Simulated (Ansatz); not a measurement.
Tetradymite Sb2Te3 was calculated with rVV10 in Ansatz (PAW).

Run with plane-wave cutoff 520 eV, 10×10×10 k mesh, Fermi–Dirac smearing 0.01 eV, scalar-relativistic PAW data made under PBE.

The cell is scaled about its equilibrium volume:

Shape and atoms are relaxed at each volume.

```csv
V (Å³/atom),P (GPa),c (Å),a (Å)
32.800,1.63,30.095,4.345
33.483,0.76,30.377,4.369
34.166,0.00,30.678,4.392
34.850,-0.63,30.997,4.413
35.533,-1.13,31.381,4.429
```

Note: the bulk modulus comes from volumes at which shape and atoms were relaxed.

Ansatz is a first-principles code.
